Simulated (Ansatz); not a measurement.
Input of an Ansatz 0.2.0 run:

Contents of input.yaml:

```yaml
crystal:
  lattice:
    - [0.0, 2.22, 2.22]
    - [2.22, 0.0, 2.22]
    - [2.22, 2.22, 0.0]
  atoms:
    - { symbol: Hf, position: [0.0, 0.0, 0.0] }
hamiltonian:
  xc: pbe
  pseudopotentials: { kind: paw }
kpoints:
  mp_grid: { grid: [10, 10, 10] }
scf:
  occupations: { method: gaussian, width: 0.013 }
output:
  forces: true
  stress: true
  eigenvalues: true
```

Potentials or basis: Ansatz PAW.

Command:

```sh
$ ansatz run input.yaml --threads 2 --pin off --max-ram 5632MiB --backend cpu --events-out ev --progress --plain --runs-dir out
```

(1) What does it give for the band gap on the k mesh?

(2) What does it give for the pressure?

Results:

(1) none (metal or under the smearing width).

(2) 2.9 GPa.
